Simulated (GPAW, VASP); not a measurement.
This is a calculation of Si2Ni for GPAW 26.7.0 (ASE script). 

run.py

```python
from ase.dft.bandgap import bandgap
from ase.io import read, write
from ase.units import GPa
from gpaw import GPAW, PW

atoms = read('POSCAR')
atoms.set_initial_magnetic_moments([1.0, 0.0, 0.0])

calc = GPAW(mode=PW(600),
            xc='RPBE',
            kpts={'size': (9, 9, 9), 'gamma': True},
            occupations={'name': 'methfessel-paxton', 'order': 0, 'width': 0.02},
            nbands=24,
            convergence={'density': 1e-05, 'energy': 1e-05},
            maxiter=150,
            txt='gpaw.txt')
atoms.calc = calc
energy = atoms.get_potential_energy()
forces = atoms.get_forces()
stress = atoms.get_stress()
calc.write('gs.gpw')
write('result.traj', atoms)
print(f'Energy: {energy:.6f} eV')
print('Forces (eV/A):')
print(forces.round(4))
print('Stress (GPa):', (stress / GPa).round(3))
print('Moments:', calc.get_magnetic_moments().round(3))
print('Fermi level:', round(calc.get_fermi_level(), 4), 'eV')
print(f'Gap: {bandgap(calc)[0]:.4f} eV, direct: {bandgap(calc, direct=True)[0]:.4f} eV')
```

Contents of POSCAR:

```
Si2Ni
1.0
    0.0000000000      2.7030000000      2.7030000000
    2.7030000000      0.0000000000      2.7030000000
    2.7030000000      2.7030000000      0.0000000000
Ni Si
1 2
Direct
    0.0000000000      0.0000000000      0.0000000000
    0.7500000000      0.7500000000      0.7500000000
    0.2500000000      0.2500000000      0.2500000000
```

Potentials or basis: the program's PAW data sets (release 1.2.1) made for this functional, pw.

The run is started by

```console
$ OMP_NUM_THREADS=1 python run.py
```

Task: What does the same run look like in VASP 6.6.1? Potentials or basis there: PBE PAW files Ni_GW, Si_GW, 550 eV.

Result: As run (cutoffs and basis follow the program's own potentials, and thresholds, step limits or extra output files can differ):

The input INCAR:

```
SYSTEM = Si2Ni
ALGO = Normal
EDIFF = 1E-7
ENCUT = 550
GGA = RP
ISIF = 2
ISMEAR = 0
ISPIN = 2
LASPH = .True.
LCHARG = .False.
LMAXMIX = 4
LORBIT = 11
LREAL = .False.
LWAVE = .False.
MAGMOM = 1 0 0
NBANDS = 20
NELM = 100
PREC = Accurate
SIGMA = 0.02
```

KPOINTS

```
k-points
0
Gamma
  9 9 9
  0 0 0
```

Contents of POSCAR:

```
Si2Ni
3.8226
    0.000000000000      0.707110343745      0.707110343745
    0.707110343745      0.000000000000      0.707110343745
    0.707110343745      0.707110343745      0.000000000000
Ni Si
1 2
Direct
    0.0000000000      0.0000000000      0.0000000000
    0.7500000000      0.7500000000      0.7500000000
    0.2500000000      0.2500000000      0.2500000000
```

Potentials or basis: VASP PAW PBE potentials, release 64 (Ni_GW, Si_GW).

The run is started by

```bash
$ cat potpaw_PBE.64/Ni_GW/POTCAR potpaw_PBE.64/Si_GW/POTCAR > POTCAR
$ mpirun -np 1 vasp_std > vasp.out
```

Both were run:

|  | GPAW | VASP |
| --- | --- | --- |
| Pressure | 8.3 GPa | 6.2 GPa |
| Net moment | 0.00 μB per cell | 0.00 μB per cell |

The potentials hold 24 and 18 valence electrons a cell.

VASP's potentials were made for PBE.

The magnetic state is the one that the start led to; the real crystal's order can differ.

Pressure is positive in compression.
